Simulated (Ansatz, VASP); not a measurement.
## One calculation of Ge, two programs

```xyz
1
Lattice="1.3878 -2.5831 0.0000 1.3878 2.5831 0.0000 0.0000 0.0000 2.6801" Properties=species:S:1:pos:R:3 pbc="T T T"
Ge    1.3878    0.0000    0.0000
```

Change from the starting cell: volume scaled by 0.98.

Alike in both runs: task single point; functional LDA; k mesh 11 × 11 × 10; occupations fermi-dirac, width 0.05 eV; no spin polarisation.

```csv
,VASP,Ansatz
version,VASP 6.6.1,Ansatz 0.2.0
potentials or method,"VASP PAW LDA potentials, release 64 (Ge_d), cutoff 520 eV","all-electron LAPW, scalar-relativistic"
```

Ansatz gave:

```
gap on the k mesh at the Fermi level (eV)       : none
pressure (GPa)                                  : -4.5
largest component of the traceless stress (GPa) : 1.74
```

Estimate VASP's values.

gap on the k mesh at the Fermi level (eV): none; pressure (GPa): -4.6; largest component of the traceless stress (GPa): 1.71.

A gap of «none» marks a metal or a gap that the smearing closes. Ansatz ran all-electron here, so the differences hold the error of VASP's frozen core and of both bases.
